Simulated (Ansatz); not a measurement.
# CdS: relaxation

Aim: relax the structure. Runs: cell and atoms relaxed (PAW); cell relaxed at -2 GPa (PAW); cell relaxed at 2 GPa (PAW); cell relaxed at 4 GPa (PAW); cell relaxed at 7 GPa (PAW); cell relaxed at 10 GPa (PAW); cell relaxed at 15 GPa (PAW).

Computed with Ansatz 0.2.0 (DFT PBEsol, frozen-core PAW, scalar-relativistic unless said, unless a step's input says otherwise).

7 further runs of the same task are left out: 7 set aside as unsound or not needed.

## 1. Starting point

The structure is hexagonal, space group P6_3mc (No. 186). Conventional cell: a = 4.150 Å, b = 4.150 Å, c = 6.737 Å, α = 90.00°, β = 90.00°, γ = 120.00°. Cd (site symmetry 3m) has 4 S at 2.53 to 2.54 Å as nearest neighbours. S (site symmetry 3m) is surrounded by 4 Cd at 2.53 to 2.54 Å.

As a file:

```
CELL_PARAMETERS angstrom
4.15000 0.00000 0.00000
-2.07500 3.59401 0.00000
0.00000 0.00000 6.73700
ATOMIC_POSITIONS crystal
Cd 0.33333 0.66667 0.00000
Cd 0.66667 0.33333 0.50000
S 0.33333 0.66667 0.37500
S 0.66667 0.33333 0.87500
```

Cartesian axes are those of the input's lattice vectors. The structure goes back to a database entry.

## 2. Cell and atoms relaxed, PAW

File input.yaml:

```yaml
crystal:
  lattice:
    - [4.15, 0.0, 0.0]
    - [-2.075, 3.5940054257, 0.0]
    - [0.0, 0.0, 6.737]
  atoms:
    - { symbol: Cd, position: [0.333333333333, 0.666666666667, 0.0] }
    - { symbol: Cd, position: [0.666666666667, 0.333333333333, 0.5] }
    - { symbol: S, position: [0.333333333333, 0.666666666667, 0.375] }
    - { symbol: S, position: [0.666666666667, 0.333333333333, 0.875] }
kpoints:
  mp_grid: { grid: [10, 10, 6] }
scf:
  occupations: { method: fermi_dirac, width: 0.08 }
hamiltonian:
  xc: pbesol
  pseudopotentials: { kind: paw }
relax:
  f_tol: 0.002
  max_steps: 80
  cell: {}
output:
  forces: true
  stress: true
```

Started as:

```
$ ansatz run input.yaml --threads 1 --pin off --max-ram 3072MiB --backend cpu --events-out ev --progress --plain --runs-dir out
```

## 3. Cell relaxed at -2 GPa, PAW

File input.yaml:

```yaml
crystal:
  lattice:
    - [4.12385756491, 0.0, 0.0]
    - [-2.06192878245, 3.5713654128, 0.0]
    - [0.0, 0.0, 6.7096909191]
  atoms:
    - { symbol: Cd, position: [0.333333333333, 0.666666666667, -0.00077699401] }
    - { symbol: Cd, position: [0.666666666667, 0.333333333333, 0.49922300599] }
    - { symbol: S, position: [0.333333333333, 0.666666666667, 0.37577699401] }
    - { symbol: S, position: [0.666666666667, 0.333333333333, 0.87577699401] }
kpoints:
  mp_grid: { grid: [6, 6, 4] }
scf:
  occupations: { method: fixed }
hamiltonian:
  xc: pbesol
  pseudopotentials: { kind: paw }
relax:
  f_tol: 0.002
  max_steps: 80
  cell: { p_target: -2 }
output:
  forces: true
  stress: true
```

## 4. Cell relaxed at 2 GPa, PAW

Changes to input.yaml since step 3:

```diff
@@ -20,3 +20,3 @@
   max_steps: 80
-  cell: { p_target: -2 }
+  cell: { p_target: 2 }
 output:
```

## 5. Cell relaxed at 4 GPa, PAW

Changes to input.yaml since step 4:

```diff
@@ -20,3 +20,3 @@
   max_steps: 80
-  cell: { p_target: 2 }
+  cell: { p_target: 4 }
 output:
```

## 6. Cell relaxed at 7 GPa, PAW

Changes to input.yaml since step 5:

```diff
@@ -20,3 +20,3 @@
   max_steps: 80
-  cell: { p_target: 4 }
+  cell: { p_target: 7 }
 output:
```

## 7. Cell relaxed at 10 GPa, PAW

Changes to input.yaml since step 6:

```diff
@@ -20,3 +20,3 @@
   max_steps: 80
-  cell: { p_target: 7 }
+  cell: { p_target: 10 }
 output:
@@ -24 +24,5 @@
   stress: true
+  write_density: true
+  write_potential: true
+  elf: true
+  volumetric_format: npy
```

## 9. Cell relaxed at 15 GPa, PAW

Changes to input.yaml since step 7:

```diff
@@ -20,3 +20,3 @@
   max_steps: 80
-  cell: { p_target: 10 }
+  cell: { p_target: 15 }
 output:
```

(Steps that only read results are left out.)

Before running it: what results should come out? Wanted: cell; volume.

The runs gave:

| quantity | value |
| --- | --- |
| cell | a = 4.124 Å, b = 4.124 Å, c = 6.710 Å, α = 90.00°, β = 90.00°, γ = 120.00° |
| volume | 24.705 Å³/atom |

In words: The volume changes by -1.7 %. Cautions: frozen-core PAW files fitted under PBE, their cores solved anew for the functional of the run.
